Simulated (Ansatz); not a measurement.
**GaP (rocksalt type): a single-point run**

Wanted: a converged single-point run for GaP (rocksalt type), and a check of what comes out. The structure is shown as the input types it.

Computed with Ansatz 0.2.0 (DFT, PBE, all-electron PAW with datasets made for the crystal, scalar-relativistic, unless a step's input says otherwise).

### 1 Starting point

Symmetry: Fm-3m, No. 225, cubic system. The conventional cell has a = 4.447 Å, b = 4.447 Å, c = 4.447 Å, α = 90.00°, β = 90.00°, γ = 90.00°. Ga (site symmetry m-3m) is surrounded by 6 P at 2.22 Å. P (site symmetry m-3m) is surrounded by 6 Ga at 2.22 Å.

As a file:

```xyz
2
Lattice="0.0000 2.2234 2.2234 2.2234 0.0000 2.2234 2.2234 2.2234 0.0000" Properties=species:S:1:pos:R:3 pbc="T T T"
Ga    0.0000    0.0000    0.0000
P     2.2234    2.2234    2.2234
```

### 2 The calculation

input.yaml reads:

```yaml
crystal:
  lattice:
    - [0.0, 2.223432203, 2.223432203]
    - [2.223432203, 0.0, 2.223432203]
    - [2.223432203, 2.223432203, 0.0]
  atoms:
    - { symbol: Ga, position: [0.0, 0.0, 0.0] }
    - { symbol: P, position: [0.5, 0.5, 0.5] }
kpoints:
  mp_grid: { grid: [14, 14, 14] }
scf:
  Occupations: { method: fermi_dirac, width: 0.1 }
  max_iter: 50
hamiltonian:
  xc: pbe
  pseudopotentials: { kind: all_electron, datasets: crystal }
output:
  forces: true
  stress: true
  eigenvalues: true
```

Started as:

```sh
> ansatz run input.yaml --threads 1 --pin off --max-ram 2048MiB --backend cpu --events-out ev --progress --plain --runs-dir out
```

Output:

```text
Error: YAML parse error: error: line 12 column 3: unknown field `Occupations`, expected one of max_iter, algorithm, n_extra_bands, self_checks, convergence, lower_state_search, omitted_lower_state_checks, lower_solution_reach, mixing, occupations, eigensolver, initial_density, exx
  --> <input>:12:3
   |
10 |   mp_grid: { grid: [14, 14, 14] }
11 | scf:
12 |   Occupations: { method: fermi_dirac, width: 0.1 }
   |   ^ unknown field `Occupations`, expected one of max_iter, algorithm, n_extra_bands, self_checks, convergence, lower_state_search, omitted_lower_state_checks, lower_solution_reach, mixing, occupations, eigensolver, initial_density, exx
13 |   max_iter: 50
14 | hamiltonian:
   |
```

Wall time 0.02 s (1 thread of Intel Xeon Platinum 8488C (Sapphire Rapids), shared host); peak memory 0.028 GiB.

### 3 Diagnosis

The run ended at the input check. Its message: «line 12 column 3: unknown field `Occupations`, expected one of max_iter, algorithm, n_extra_bands, self_checks, convergence, ...»

One keyword is written wrongly, so the input can't be read.

What to do: write the keyword in its listed form.

### 4 Outcome

| quantity | value |
| --- | --- |
| ending | refused |
| cause | a misspelt key |

In words: Nothing from this run should be quoted.
